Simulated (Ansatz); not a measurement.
A (001) slab of Si$_{2}$W (I4/mmm (No. 139)), 9 planes, outer planes Si (top) and Si (bottom), with 9 atoms (Si6W3) in a surface cell of A = 10.426 Å², as cut from the bulk:

```xyz
9
Lattice="3.2290 0.0000 0.0000 0.0000 3.2290 0.0000 0.0000 0.0000 25.4696" Properties=species:S:1:pos:R:3 pbc="T T T"
Si    0.0000    0.0000    7.5000
W     1.6145    1.6145    8.8014
Si    0.0000    0.0000   10.1027
Si    1.6145    1.6145   11.4334
W     0.0000    0.0000   12.7348
Si    1.6145    1.6145   14.0362
Si    0.0000    0.0000   15.3668
W     1.6145    1.6145   16.6682
Si    0.0000    0.0000   17.9696
```

Method: DFT PBE, scalar-relativistic, plane waves, PAW in Ansatz. Plane waves to 420 eV, a k mesh through Γ of 11×11×1 on the computed 9-atom cell and Gaussian smearing (0.10 eV); no spin polarisation. The cell repeats along c with a dipole correction in the vacuum.

Against the same 9 atoms in the bulk, the slab as cut lies 3.284 eV higher and the relaxed slab 3.250 eV higher.

Task: Work out the surface energy before and after relaxation.

Result: The slab has two faces, so γ = (E_slab − N·E_bulk)/(2A), the mean of both. As cut: 3.284/(2 × 10.426) = 0.1575 eV/Å², and 1 eV/Å² = 16.02 J/m², so γ = 2.52 J/m². Relaxed: 3.250/(2 × 10.426) = 0.1559 eV/Å² = 2.50 J/m². Relaxation recovers 1.0 % of the cost of cutting.

Task: What is the ideal work of this cut, per area?

Result: Griffith's ideal work is 2γ: 5.05 J/m² if the new faces stay rigid, 4.99 J/m² if they relax. Other cuts parallel to this plane can cost less. One thickness was run, 9 planes, so γ can still shift with it.

Relaxation lowers the surface energy only from 2.52 to 2.50 J/m², so nearly all of the cost lies in the bonds cut, with little recovered by moving the atoms. The cut runs between two adjacent Si planes. It severs the Si–Si contacts there and also the W–Si bonds along c that reach across them, so it is not a cut through a weakly bound gap. Each outer Si atom nevertheless keeps its bonds to the W plane just beneath, and this covalent W d–Si p bonding probably holds it close to its bulk position.

Symmetry also limits the gain: every atom sits on a fourfold axis, so the forces can only point along the normal and the planes can only change their spacing. The two Si faces are mirror images in a stoichiometric slab, so the mean is the energy of each face and needs no Si chemical potential. The small relaxation does not show that the surface is stable against reconstruction, since Si dimers or other lateral rearrangements would need a larger surface cell and broken symmetry.
